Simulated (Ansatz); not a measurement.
# Relativistic treatment of CsBr

```
CELL_PARAMETERS angstrom
4.28600 0.00000 0.00000
0.00000 4.28600 0.00000
0.00000 0.00000 4.28600
ATOMIC_POSITIONS crystal
Cs 0.00000 0.00000 0.00000
Br 0.50000 0.50000 0.50000
```

Atoms are numbered in the order listed.

The cell is COD entry 9008788, as deposited and not checked against the literature; nothing was relaxed. It is an old determination, and later ones may differ.

One fixed cell is solved with PBE by LAPW (all electrons) in Ansatz 0.2.0 under different relativistic treatments. Pressure is positive in compression.

Sampling and basis: a Γ-centred 6×6×6 k mesh, Fermi–Dirac smearing of 0.03 eV, basis error target 0.25 meV/atom, no spin polarisation.

```
                                             setting  P (GPa)  gap on the k mesh (eV)
                                 scalar-relativistic     1.05                    4.53
                                    non-relativistic        ?                    4.72
                            with spin–orbit coupling     1.05                       ?
                   scalar-relativistic, point nuclei     1.05                    4.53
scalar-relativistic, inner shells corrected to Dirac     1.05                    4.53
```

(1) Fill in "P (GPa)" for the row "non-relativistic".

(2) What belongs in the row "with spin–orbit coupling", column "gap on the k mesh (eV)"?

## Answers

(1) 1.30.

(2) 4.35.
